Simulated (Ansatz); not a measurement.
# Si2Ni (Fm-3m) in Ansatz: band structure with RPBE

Aim: the band structure of Si2Ni with RPBE.

All numbers are computed with Ansatz 0.2.0; they aren't measurements. Logs are shortened: lines on timing, memory, paths and dates and some standing lists are left out, and cuts for length are marked.

**1. The crystal as given**

It takes space group Fm-3m (No. 225, cubic). Conventional cell: a = 5.406 Å, b = 5.406 Å, c = 5.406 Å, α = 90.00°, β = 90.00°, γ = 90.00°. Ni (site symmetry m-3m) has 8 Si at 2.34 Å as nearest neighbours. Si (site symmetry -43m) has 4 Ni at 2.34 Å as nearest neighbours.

**2. Band structure, RPBE, collinear spin, ferromagnetic start**

input.yaml reads:

```yaml
crystal:
  lattice:
    - [0.0, 2.703, 2.703]
    - [2.703, 0.0, 2.703]
    - [2.703, 2.703, 0.0]
  atoms:
    - { symbol: Ni, position: [0.0, 0.0, 0.0], spin: 1.0 }
    - { symbol: Si, position: [0.75, 0.75, 0.75] }
    - { symbol: Si, position: [0.25, 0.25, 0.25] }
hamiltonian:
  xc: rpbe
  pseudopotentials: { kind: paw }
magnetization:
  spin_polarized: true
kpoints:
  mp_grid: { grid: [9, 9, 9] }
  band_path:
    path:
      - [[0.0, 0.0, 0.0], [0.5, 0.0, 0.5], [0.5, 0.25, 0.75], [0.375, 0.375, 0.75], [0.0, 0.0, 0.0], [0.5, 0.5, 0.5], [0.625, 0.25, 0.625], [0.5, 0.25, 0.75], [0.5, 0.5, 0.5], [0.375, 0.375, 0.75]]
      - [[0.625, 0.25, 0.625], [0.5, 0.0, 0.5]]
    npoints: 14
scf:
  occupations: { method: fermi_dirac, width: 0.05 }
  n_extra_bands: 7
output:
  forces: true
  stress: true
  eigenvalues: true
  fatbands: true
```

Potentials or basis: Ansatz PAW.

Run with:

```console
> ansatz run input.yaml --threads 2 --pin off --max-ram 5632MiB --backend cpu --events-out ev --progress --plain --runs-dir out
```

The log of the run:

```text
Warning: RAYON_NUM_THREADS=2 ignored (pool sized by the plan → 2); use --threads N
scf.n_extra_bands = 7 over 13 filled bands (N_el = 26.0): the run solves 20 bands
Engine: ansatz 0.2.0, aarch64-unknown-linux-gnu
Pseudopotentials: kind: paw
Pseudopotential: Ni, paw, valence charge 18, recommended cutoff 420 eV (normal), Ni.paw.azcp
Pseudopotential: Si, paw, valence charge 4, recommended cutoff 420 eV (normal), Si.paw.azcp
Functional definition: RPBE
  parameter kappa = 0.804
  parameter beta = 0.06672455060314922
  exchange = rpbe_x(kappa = kappa, mu = beta*pi^2/3)
  correlation = pbe_c(beta = beta)
Crystal: 3 atoms, lattice volume = 39.497 Å³
Basis set: ecut = 420 eV, 749 PW (Γ), exchange–correlation on 54×54×54 points (8 copies of the dense FFT grid, shifted against one another)
Bands: 20, of which v1, the nominal top of the filled ones, is band 13 counted from 1 (12 counted from 0)
Symmetry: 48 space group operations
Space group: Fm-3m (ITA 225), of the structure as read, at distance tolerance 3.4e-5 Å
Magnetic group: BNS 225.116 (UNI 1618), of the structure as read, at distance tolerance 3.4e-5 Å
k-points: 35 of 729
Non-local potential: Ni, projectors of the file, l = 0: 3, l = 1: 2, l = 2: 3, l = 3: 1
Non-local potential: Si, projectors of the file, l = 0: 2, l = 1: 2, l = 2: 2
PAW form: soft (Blöchl's): semilocal exchange-correlation on the pseudo side does not see the compensation charge
PAW frozen core: Ni, regenerated for the run's functional, and the local potential with it (the file was generated under x = pbe(κ = 0.804, μ = 0.2195149727645171), c = pbe(β = 0.06672455060314922))
PAW frozen core: Si, regenerated for the run's functional, and the local potential with it (the file was generated under x = pbe(κ = 0.804, μ = 0.2195149727645171), c = pbe(β = 0.06672455060314922))
PAW one-centre angular grid: Ni, 590 points (default); XC on 64 Gauss nodes
PAW one-centre angular grid: Si, 110 points (default); XC on 64 Gauss nodes
Initial density: superposition of atomic densities (chi_scale 0.1, normalization cell)
Starting moments: Σ|m| = 1 μB on 1 of 3 sites
Initial wavefunctions: pseudopotential atomic-orbital guess
Functional: x = rpbe, c = pbe(β = 0.06672455060314922)
SCF iter   1: F=—  HF=-7122.619448 eV  |F-HF|=—  |Δ(HF+E_count)|=         —  Δρ=9.79e-2 (↑9.79e-2 ↓4.82e-2)  dr2=1.45e0  dr2_m=1.62e0  M=0.043 μB ∫|m|=0.148 μB  β_m=0.30  ethr=3.10e-3  ⟨swp⟩=5.7  Hψ=6836  notcnv=0  defer=2
Mixer restart at iter 1: flushing history
preconditioner: auto → Kerker (q_TF=auto, 2.545 Å⁻¹)  [metal: Δε(μ)=0.017 eV  Ē_g=10.068 eV  σ=0.050 eV  W_gap=0.09  n_scr=14 (ndim 8)  ℏωp=25.1 eV  f_vac=0.000  D(μ)=0.60/eV (n_scr^D=0)]
spin=Collinear: Kerker preconditioning applied to the charge; magnetization (m = ρ↑ − ρ↓) channel mixes plain (no charge-response kernel on spin).
SCF iter   2: F=—  HF=-7122.187378 eV  |F-HF|=—  |Δ(HF+E_count)|=   4.32e-1  Δρ=6.77e-2 (↑3.74e-2 ↓6.77e-2)  dr2=1.18e0  dr2_m=8.59e-1  M=0.048 μB ∫|m|=0.103 μB  β_m=0.46  ethr=3.10e-3  ⟨swp⟩=2.5  Hψ=2754  notcnv=0  defer=95
SCF iter   3: F=—  HF=-7123.039391 eV  |F-HF|=—  |Δ(HF+E_count)|=   8.52e-1  Δρ=3.73e-2 (↑2.79e-2 ↓3.73e-2)  dr2=5.31e-1  dr2_m=3.17e-1  M=0.036 μB ∫|m|=0.063 μB  β_m=0.73  ethr=3.10e-3  ⟨swp⟩=2.1  Hψ=2145  notcnv=0  defer=95
SCF iter   4: F=—  HF=-7123.524882 eV  |F-HF|=—  |Δ(HF+E_count)|=   4.85e-1  Δρ=1.73e-2 (↑1.64e-2 ↓1.73e-2)  dr2=4.28e-1  dr2_m=1.01e-4  M=0.002 μB ∫|m|=0.007 μB  β_m=0.74  ethr=2.04e-3  ⟨swp⟩=2.2  Hψ=2454  notcnv=0  defer=110
SCF iter   5: F=—  HF=-7123.447837 eV  |F-HF|=—  |Δ(HF+E_count)|=   7.70e-2  Δρ=7.21e-3 (↑6.02e-3 ↓7.21e-3)  dr2=3.95e-2  dr2_m=1.55e-4  M=-0.001 μB ∫|m|=0.002 μB  β_m=0.87  ethr=1.64e-3  ⟨swp⟩=2.1  Hψ=2095  notcnv=0  defer=110
SCF iter   6: F=—  HF=-7123.459876 eV  |F-HF|=—  |Δ(HF+E_count)|=   1.20e-2  Δρ=1.12e-3 (↑1.12e-3 ↓8.06e-4)  dr2=1.44e-3  dr2_m=3.46e-5  M=0.002 μB ∫|m|=0.002 μB  β_m=0.92  ethr=1.52e-4  ⟨swp⟩=2.5  Hψ=2648  notcnv=0  defer=110
SCF iter   7: F=—  HF=-7123.460711 eV  |F-HF|=—  |Δ(HF+E_count)|=   8.35e-4  Δρ=4.72e-4 (↑4.22e-4 ↓4.72e-4)  dr2=3.67e-4  dr2_m=4.94e-7  M=0.000 μB ∫|m|=0.001 μB  β_m=0.96  ethr=5.54e-6  ⟨swp⟩=2.5  Hψ=2111  notcnv=0  defer=110
SCF iter   8: F=—  HF=-7123.460962 eV  |F-HF|=—  |Δ(HF+E_count)|=   2.51e-4  Δρ=3.29e-4 (↑3.17e-4 ↓3.29e-4)  dr2=1.30e-4  dr2_m=4.67e-8  M=-0.000 μB ∫|m|=0.000 μB  β_m=0.98  ethr=1.41e-6  ⟨swp⟩=2.0  Hψ=2065  notcnv=0  defer=110
SCF iter   9: F=—  HF=-7123.460976 eV  |F-HF|=—  |Δ(HF+E_count)|=   1.44e-5  Δρ=1.41e-4 (↑1.41e-4 ↓1.40e-4)  dr2=2.36e-5  dr2_m=3.86e-9  M=-0.000 μB ∫|m|=0.000 μB  β_m=0.99  ethr=4.99e-7  ⟨swp⟩=2.0  Hψ=1748  notcnv=0  defer=110
SCF iter  10: F=—  HF=-7123.460978 eV  |F-HF|=—  |Δ(HF+E_count)|=   1.86e-6  Δρ=5.27e-6 (↑5.27e-6 ↓3.68e-6)  dr2=2.57e-8  dr2_m=3.59e-10  M=-0.000 μB ∫|m|=0.000 μB  β_m=0.99  ethr=9.09e-8  ⟨swp⟩=2.3  Hψ=1776  notcnv=0  defer=110
SCF iter  11: F=—  HF=-7123.460978 eV  |F-HF|=—  |Δ(HF+E_count)|=   4.35e-8  Δρ=3.78e-6 (↑3.50e-6 ↓3.78e-6)  dr2=1.45e-8  dr2_m=1.13e-11  M=-0.000 μB ∫|m|=0.000 μB  β_m=1.00  ethr=9.90e-11  ⟨swp⟩=2.1  Hψ=2297  notcnv=0  defer=110
SCF iter  12: F=-7123.460978 eV  HF=-7123.460978 eV  |F-HF|=2.20e-9  |Δ(HF+E_count)|=  8.19e-10  Δρ=1.45e-6 (↑1.40e-6 ↓1.45e-6)  dr2=2.44e-9  dr2_m=7.03e-13  M=-0.000 μB ∫|m|=0.000 μB  ethr=5.58e-11  ⟨swp⟩=7.2  Hψ=5722  notcnv=0
SCF 1 converged in 12 iterations: F = -7123.460978 eV  dr2 = 2.44e-9
WARN: the starting moments were not kept: the SCF closed with an absolute magnetisation of 1.0e-6 μB, where they sum to 1 μB in size (1 site). That is at most 0.1 of that sum. Measured as dr2_m measures the in/out step, that magnetisation stands 3.2e-13 eV from none, at or under the dr2_threshold of 1.0e-7 eV: it is no larger than a step whose dr2_m would equal this threshold. The system may hold no moment; this SCF shows only that its start led to no more than that. To try another start: raise the starting moments (crystal.atoms[].spin, magnetization.per_species, magnetization.initial_magnetization, or on a non-collinear deck that types none of these the spinor_matrix: blocks that start its atoms; where the total moment is fixed, keep their sum and leave initial_magnetization as it is; typed ones take the place of any that the run laid by itself, positive ones on a crystal's lanthanoids without a Hubbard term where scf.initial_density.shell_occupations: [] is typed) or, if the notice of its spin-set hold's release reads "site moments contracting" or "site moments show no strong build", lengthen the hold (scf.mixing.spin_hold: { on: { confirm: 4 } }; for m-r²SCAN on two components see the key's manual first). Each may lead to a state that holds a moment. A second SCF, from the converged charge density, with the starting moments and any scf.initial_density.shell_occupations laid on it anew, would have followed, and was not run: the deck does not ask for one (magnetization.retry_lost_moments is false, the default). To let it run, set magnetization.retry_lost_moments: true and run the deck again, where that key's refused combinations let it; where memory then withholds it, that run's warning says so.
NSCF: frozen V_eff on 142 k-points
SCF converged after 12 iterations
Magnetization: -0.0000 μB (13.0000 up, 13.0000 down)
Absolute magnetization: 0.0000 μB (∫|ρ↑−ρ↓|, with the PAW one-centre terms)
Spin contamination: 0.0000 ħ² per cell (⟨S²⟩ above its minimum at these occupations)
Per-site moments (μB) at R_I (Å): [(-1.3337270634059195e-7, 0.9656074999021016), (-1.378497625126709e-7, 0.9656074999021016), (-1.378497626053368e-7, 0.9656074999021018)]
Free energy (F): -7123.460978 eV
Harris-Foulkes:  -7123.460978 eV  (|F-HF|=2.20e-9)
Internal energy: -7123.452744 eV  (E = F + TS)
E sigma→0 (E₀):  -7123.456861 eV
Entropy (-TS):   -0.008235 eV (-2.745 meV/atom)
Fermi energy:    13.425973 eV
--- Per-component energies (eV) ---
  E_band       = -342.109538
  E_kinetic    = 370.303274
  E_local      = -4904.261126  (includes V_loc(G=0)·N_el)
  E_nonlocal   = 677.851662
  E_hartree    = 2122.246326
  E_xc         = -199.524995
  E_vxc        = -208.333665  (∫ρ·V_xc dr)
  E_paw        = -2662.127242  (= ΣΔE_a)
  E_vpaw       = -522.167382  (= ΣTr[D̂ρ^β])
  E_aug_tail   = 0.000523  (compensation charges beyond the density's cutoff)
  E_ewald      = -2527.848854
  E_core_change = -0.092312  (= ΣΔE_core)
  E_smearing   = -0.008235  (= −TS)
  E_closure    = 0.000000  (closes the sum)
  Σ components = -7123.460978   (vs F -7123.460978, Δ=0.00e0)
--- Forces (eV/Å), atoms counted from 1 ---
  atom   1  Ni    -0.00000000     0.00000000    -0.00000000
  atom   2  Si    -0.00000000     0.00000000     0.00000000
  atom   3  Si    -0.00000000     0.00000000     0.00000000
  max |Σ_I F_I| component: 1.67e-16 eV/Å
--- Stress (GPa, compression-positive) ---
        6.509937      -0.000000       0.000000
       -0.000000       6.509937       0.000000
       -0.000000      -0.000000       6.509937
  P = ⅓ Tr σ = 6.5099 GPa (65.099 kbar)
--- Band table (eV; the first three rows and the last of 70) ---
  k-point 0 ↑: bands = ["-91.3812", "-51.6976", "-51.6976", "-51.6976", "-0.4943", "8.1755", "8.1755", "8.1755", "9.8835", "9.8835", "13.1675", "15.1046", "15.1046", "15.1046", "15.6300", "15.6300", "15.6300", "18.1169", "18.1169", "18.1169"]
  k-point 1 ↑: bands = ["-91.3812", "-51.6978", "-51.6977", "-51.6977", "-0.3111", "7.8055", "8.2335", "8.2335", "9.8502", "9.8502", "12.7242", "14.0266", "14.3570", "14.3570", "16.3262", "16.3262", "17.2960", "17.6035", "17.6035", "17.8599"]
  k-point 2 ↑: bands = ["-91.3812", "-51.6980", "-51.6977", "-51.6977", "0.2327", "6.8015", "8.3791", "8.3791", "9.8024", "9.8024", "11.2493", "13.4637", "13.4637", "14.3956", "16.0104", "16.0104", "17.0465", "18.4277", "18.4277", "19.1631"]
  k-point 34 ↓: bands = ["-91.3812", "-51.6983", "-51.6982", "-51.6980", "3.8950", "4.7022", "6.5764", "6.8264", "9.4960", "9.6711", "9.9382", "10.2651", "10.9922", "15.1294", "15.9476", "17.7298", "19.4032", "21.4279", "22.2494", "24.6524"]
```

Wall time 6.4 s (2 threads of Arm Neoverse V1, shared host); peak memory 0.35 GiB.

What came out:

| Quantity | Value |
| --- | --- |
| Free energy | -7123.4610 eV |
| Pressure | 6.5 GPa |
| Band gap on the k mesh | none (metal or under the smearing width) |
| Net moment | 0.00 μB per cell |
| Absolute moment | 0.00 μB per cell |

Levels at the corners of the path, in eV from the Fermi level:
Spin up:
| point | band 11 | band 12 | band 13 | band 14 | band 15 | band 16 |
| --- | --- | --- | --- | --- | --- | --- |
| Γ | -0.26 | 1.68 | 1.68 | 1.68 | 2.20 | 2.20 |
| X | -3.62 | -3.48 | -3.13 | -0.41 | 1.39 | 7.64 |
| W | -3.62 | -3.20 | -2.46 | 2.19 | 2.19 | 4.64 |
| K | -3.44 | -2.94 | -2.67 | 0.20 | 3.62 | 4.64 |
| Γ | -0.26 | 1.68 | 1.68 | 1.68 | 2.20 | 2.20 |
| L | -3.35 | -1.52 | -1.52 | 1.78 | 1.78 | 1.79 |
| U | -3.44 | -2.94 | -2.67 | 0.20 | 3.62 | 4.64 |
| W | -3.62 | -3.20 | -2.46 | 2.19 | 2.19 | 4.64 |
| L | -3.35 | -1.52 | -1.52 | 1.78 | 1.78 | 1.79 |
| K | -3.44 | -2.94 | -2.67 | 0.20 | 3.62 | 4.64 |
| U | -3.44 | -2.94 | -2.67 | 0.20 | 3.62 | 4.64 |
| X | -3.62 | -3.48 | -3.13 | -0.41 | 1.39 | 7.64 |
Spin down:
| point | band 10 | band 11 | band 12 | band 13 | band 14 | band 15 | band 16 | band 17 |
| --- | --- | --- | --- | --- | --- | --- | --- | --- |
| Γ | -3.54 | -0.26 | 1.68 | 1.68 | 1.68 | 2.20 | 2.20 | 2.20 |
| X | -3.62 | -3.62 | -3.48 | -3.13 | -0.41 | 1.39 | 7.64 | 8.31 |
| W | -3.76 | -3.62 | -3.20 | -2.46 | 2.19 | 2.19 | 4.64 | 5.20 |
| K | -3.82 | -3.44 | -2.94 | -2.67 | 0.20 | 3.62 | 4.64 | 6.37 |
| Γ | -3.54 | -0.26 | 1.68 | 1.68 | 1.68 | 2.20 | 2.20 | 2.20 |
| L | -3.35 | -3.35 | -1.52 | -1.52 | 1.78 | 1.78 | 1.79 | 2.61 |
| U | -3.82 | -3.44 | -2.94 | -2.67 | 0.20 | 3.62 | 4.64 | 6.37 |
| W | -3.76 | -3.62 | -3.20 | -2.46 | 2.19 | 2.19 | 4.64 | 5.20 |
| L | -3.35 | -3.35 | -1.52 | -1.52 | 1.78 | 1.78 | 1.79 | 2.61 |
| K | -3.82 | -3.44 | -2.94 | -2.67 | 0.20 | 3.62 | 4.64 | 6.37 |
| U | -3.82 | -3.44 | -2.94 | -2.67 | 0.20 | 3.62 | 4.64 | 6.37 |
| X | -3.62 | -3.62 | -3.48 | -3.13 | -0.41 | 1.39 | 7.64 | 8.31 |

Caveat: the PAW data sets come from PBE, with cores solved anew for the run's functional, which leaves a small shift of forces and pressure; the starting moments weren't kept.
